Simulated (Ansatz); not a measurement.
**Ansatz 0.2.0, vacancy hop by nudged elastic band: P**

Input:

```yaml
crystal:
  lattice:
    - [-6.68865, 0.0, -3.2e-07]
    - [0.0, -8.85084, 0.0]
    - [1.67216225, 0.0, 5.30444208]
  atoms:
    - { symbol: P, position: [0.04797313, 0.45405924, 0.19449666] }
    - { symbol: P, position: [0.29959365, 0.29607945, 0.19039083] }
    - { symbol: P, position: [0.45318948, 0.04110539, 0.80709973] }
    - { symbol: P, position: [0.2011496, 0.2074992, 0.80291435] }
    - { symbol: P, position: [0.04722721, 0.95318785, 0.19649997] }
    - { symbol: P, position: [0.29797712, 0.79511195, 0.19937257] }
    - { symbol: P, position: [0.44905035, 0.54234786, 0.80461464] }
    - { symbol: P, position: [0.19958979, 0.70505876, 0.80257541] }
    - { symbol: P, position: [0.55036001, 0.45374153, 0.19891141] }
    - { symbol: P, position: [0.79993275, 0.29879211, 0.20297729] }
    - { symbol: P, position: [0.94945121, 0.04435152, 0.80597444] }
    - { symbol: P, position: [0.54934179, 0.95318512, 0.19889851] }
    - { symbol: P, position: [0.79620632, 0.7968172, 0.19159358] }
    - { symbol: P, position: [0.95325987, 0.54934775, 0.80431841] }
    - { symbol: P, position: [0.69881926, 0.69989384, 0.79749752] }
kpoints:
  mp_grid: { grid: [2, 2, 3] }
magnetization:
  spin_polarized: false
scf:
  occupations: { method: fermi_dirac, width: 0.1 }
hamiltonian:
  pseudopotentials: { kind: paw }
  xc: pbe
basis:
  ecutwfc: 420
neb:
  images: 3
  relax_end_points: true
  climbing: true
  f_tol: 0.1
  max_iterations: 40
  order_check: false
  final_atoms:
    - { symbol: P, position: [0.04797313, 0.45405924, 0.19449666] }
    - { symbol: P, position: [0.29959365, 0.29607945, 0.19039083] }
    - { symbol: P, position: [0.45318948, 0.04110539, 0.80709973] }
    - { symbol: P, position: [0.2011496, 0.2074992, 0.80291435] }
    - { symbol: P, position: [0.04722721, 0.95318785, 0.19649997] }
    - { symbol: P, position: [0.29797712, 0.79511195, 0.19937257] }
    - { symbol: P, position: [0.44905035, 0.54234786, 0.80461464] }
    - { symbol: P, position: [0.19958979, 0.70505876, 0.80257541] }
    - { symbol: P, position: [0.55036001, 0.45374153, 0.19891141] }
    - { symbol: P, position: [0.79993275, 0.29879211, 0.20297729] }
    - { symbol: P, position: [0.70060361, 0.20575542, 0.80835822] }
    - { symbol: P, position: [0.54934179, 0.95318512, 0.19889851] }
    - { symbol: P, position: [0.79620632, 0.7968172, 0.19159358] }
    - { symbol: P, position: [0.95325987, 0.54934775, 0.80431841] }
    - { symbol: P, position: [0.69881926, 0.69989384, 0.79749752] }
```

Launch command:

```bash
ansatz run input.yaml --threads 4 --pin off --max-ram 8192MiB --backend cpu --events-out ev --progress --plain --runs-dir out
```

Origin of the cell: a database entry, scaled a little.

The cell is 2×2×1 cells of P with one P taken out; atom 11 (P) hops into the empty site, 2.20 Å away before the end points are relaxed. All atoms were shaken by about 0.02 Å first.

Output (shortened):

```
SCF iter   1: F=—  HF=-11332.632828 eV  Δρ=3.96e-3  dr2=7.63e-2  defer=5
SCF iter   2: F=—  HF=-11332.620527 eV  Δρ=2.05e-3  dr2=1.98e-2  defer=5
SCF iter   3: F=—  HF=-11332.616924 eV  Δρ=4.55e-4  dr2=1.37e-3  defer=5
[… 2 lines left out …]
SCF iter   6: F=—  HF=-11332.616903 eV  Δρ=2.26e-5  dr2=5.31e-6  defer=5
SCF iter   7: F=—  HF=-11332.616904 eV  Δρ=8.22e-6  dr2=6.96e-7  defer=6
SCF iter   8: F=-11332.616904 eV  HF=-11332.616904 eV  Δρ=3.08e-6  dr2=9.32e-8
NEB iter   1: max|band force component| = 7.459e-1 eV/Å  barrier→ = 0.9480 eV  barrier← = 0.9480 eV  Δτ_max = 0.1689 Å  (43 SCF iters)
NEB iter   2: max|band force component| = 7.170e-1 eV/Å  barrier→ = 0.7254 eV  barrier← = 0.7254 eV  Δτ_max = 0.1960 Å  (25 SCF iters)
NEB iter   3: max|band force component| = 3.996e-1 eV/Å  barrier→ = 0.4678 eV  barrier← = 0.4678 eV  CI = image 2  Δτ_max = 0.1991 Å  (22 SCF iters)
NEB iter   4: max|band force component| = 1.109e0 eV/Å  barrier→ = 0.5416 eV  barrier← = 0.5416 eV  CI = image 2  Δτ_max = 0.1005 Å  (23 SCF iters)
NEB iter   5: max|band force component| = 7.703e-1 eV/Å  barrier→ = 0.5029 eV  barrier← = 0.5028 eV  CI = image 2  Δτ_max = 0.2000 Å  (21 SCF iters)
NEB iter   6: max|band force component| = 8.754e-1 eV/Å  barrier→ = 0.4524 eV  barrier← = 0.4524 eV  CI = image 2  Δτ_max = 0.1001 Å  (21 SCF iters)
NEB iter   7: max|band force component| = 1.388e-1 eV/Å  barrier→ = 0.4426 eV  barrier← = 0.4426 eV  CI = image 2  Δτ_max = 0.1490 Å  (21 SCF iters)
NEB iter   8: max|band force component| = 9.415e-2 eV/Å  barrier→ = 0.4323 eV  barrier← = 0.4322 eV  CI = image 2  Δτ_max = 0.0561 Å  (21 SCF iters)
NEB iter   9: max|band force component| = 1.197e-1 eV/Å  barrier→ = 0.4258 eV  barrier← = 0.4258 eV  CI = image 2  Δτ_max = 0.0192 Å  (7 SCF iters)
NEB iter  10: max|band force component| = 2.099e-2 eV/Å  barrier→ = 0.4254 eV  barrier← = 0.4254 eV  CI = image 2  Δτ_max = 0.0000 Å  (17 SCF iters)
--- NEB band (5 images, 10 band iterations, 221 SCF iterations, 227 more in tests of the images' electronic states and relaxations of end points) ---
  forward barrier  = 0.425447 eV
  backward barrier = 0.425421 eV
  lagrangian_above_aufbau_ev (what the smearing adds, to first order; not taken off the barriers): saddle image -0.034507 eV, end points -0.011922 and -0.011793 eV
  climbing image's point = of an order that was not read
  energies are F+E_penalty+E_count in eV, relative to image 0
  image     s (Å)  Δ vs image 0  max|band force component| (eV/Å)
      0    0.0000      0.000000                                 —
      1    0.9979      0.047920                          2.099e-2
  *   2    1.9956      0.425447                          9.656e-3
      3    2.5751      0.227424                          1.967e-2
      4    3.1547      0.000026                                 —
```

The converged band:

| image | path over all atoms (Å) | ΔF (eV) | P x | y | z (Å) |
| --- | --- | --- | --- | --- | --- |
| 0 | 0.00 | 0.000 | -4.45 | -0.92 | 4.67 |
| 1 | 1.00 | 0.048 | -3.96 | -1.26 | 4.66 |
| 2 | 2.00 | 0.425 | -3.45 | -1.78 | 4.37 |
| 3 | 2.58 | 0.227 | -3.29 | -1.92 | 4.29 |
| 4 | 3.15 | 0.000 | -3.15 | -2.00 | 4.14 |

Relaxed start, forces in eV/Å:

```xyz
15
Lattice="-6.689 0.000 0.000 0.000 -8.851 0.000 1.672 0.000 5.304" Properties=species:S:1:pos:R:3:forces:R:3 pbc="T T T" image=0
P    -0.177   -4.035    1.096   -0.001    0.008   -0.010
P    -1.866   -2.543    1.013   -0.002    0.005    0.008
P    -1.473   -0.209    4.143    0.001   -0.004    0.004
P     0.078   -1.781    4.229   -0.001    0.005    0.002
P     0.109   -8.479    1.193    0.002    0.005   -0.001
P    -1.587   -6.992    1.061   -0.010   -0.008   -0.004
P    -1.755   -4.839    4.097    0.000    0.003    0.008
P    -0.025   -6.284    4.230    0.007   -0.003   -0.002
P    -3.616   -3.902    0.835    0.001    0.004   -0.008
P    -5.318   -2.428    0.989    0.005    0.001    0.011
P    -4.449   -0.922    4.670    0.000   -0.009   -0.005
P    -3.254   -8.487    0.985    0.001    0.001    0.006
P    -4.918   -6.979    1.113    0.004   -0.007   -0.006
P    -5.067   -4.764    4.259    0.001    0.002   -0.003
P    -3.425   -6.310    4.270   -0.006   -0.002   -0.002
```

Highest image (2), forces in eV/Å:

```xyz
15
Lattice="-6.689 0.000 0.000 0.000 -8.851 0.000 1.672 0.000 5.304" Properties=species:S:1:pos:R:3:forces:R:3 pbc="T T T" image=2
P    -0.051   -4.059    1.077    0.002   -0.003    0.002
P    -1.749   -2.591    1.146    0.002    0.001    0.002
P    -1.721   -0.373    4.303   -0.007    0.000   -0.001
P    -0.005   -1.780    4.376    0.003    0.000    0.006
P    -0.048   -8.447    0.951   -0.008    0.009    0.008
P    -1.672   -6.962    0.953    0.002   -0.006   -0.005
P    -1.723   -4.663    4.235    0.001    0.006    0.000
P    -0.060   -6.159    4.153    0.000   -0.002    0.000
P    -3.404   -4.118    1.103    0.000   -0.001   -0.008
P    -5.051   -2.580    1.148   -0.003   -0.004   -0.001
P    -3.445   -1.780    4.375    0.009    0.002    0.001
P    -3.397   -8.378    1.075    0.002   -0.001    0.006
P    -5.117   -6.958    0.937   -0.002    0.004   -0.007
P    -5.075   -4.672    4.218    0.000    0.002    0.001
P    -3.394   -6.149    4.137   -0.001   -0.008   -0.002
```

Relaxed end, forces in eV/Å:

```xyz
15
Lattice="-6.689 0.000 0.000 0.000 -8.851 0.000 1.672 0.000 5.304" Properties=species:S:1:pos:R:3:forces:R:3 pbc="T T T" image=4
P     0.097   -4.079    1.115    0.008   -0.002   -0.004
P    -1.563   -2.580    1.192   -0.005    0.004    0.005
P    -1.596   -0.431    4.227    0.002    0.004    0.001
P     0.568   -1.285    4.670    0.005    0.003   -0.005
P    -0.301   -8.631    0.990   -0.002   -0.005    0.003
P    -1.849   -7.025    1.095   -0.002   -0.011   -0.010
P    -1.698   -4.774    4.233    0.005    0.007   -0.007
P    -0.052   -6.294    4.259    0.006   -0.004    0.006
P    -3.260   -4.064    1.063   -0.006   -0.001    0.001
P    -4.928   -2.570    0.987    0.001   -0.006    0.002
P    -3.148   -2.002    4.144    0.003    0.005    0.003
P    -3.537   -8.520    1.012   -0.011    0.011    0.009
P    -5.286   -7.159    0.836    0.007   -0.001   -0.006
P    -5.096   -4.748    4.273   -0.003   -0.001   -0.006
P    -3.427   -6.220    4.099   -0.008   -0.003    0.009
```

Barrier of this path: 0.43 eV forwards, 0.43 eV backwards, after 10 band iterations.

Caveats: no moments, though an odd count or open d shells may carry them; the k mesh is coarse if the cell is a metal; a small cell with a neutral vacancy and no spin, whose shape can make like sites unlike; the cell is held at a rescaled volume, and strain moves barriers; the hop was drawn among near neighbours and need not be the easiest path; few images and a loose tolerance, and neither the top nor the ends were tested for their order; another atom moves far along the path.

The run took 68 s on 4 threads of AMD EPYC 9R45 96-Core Processor (Zen 5), with other jobs on the host, peak memory 1.1 GiB, from the program's own first density.
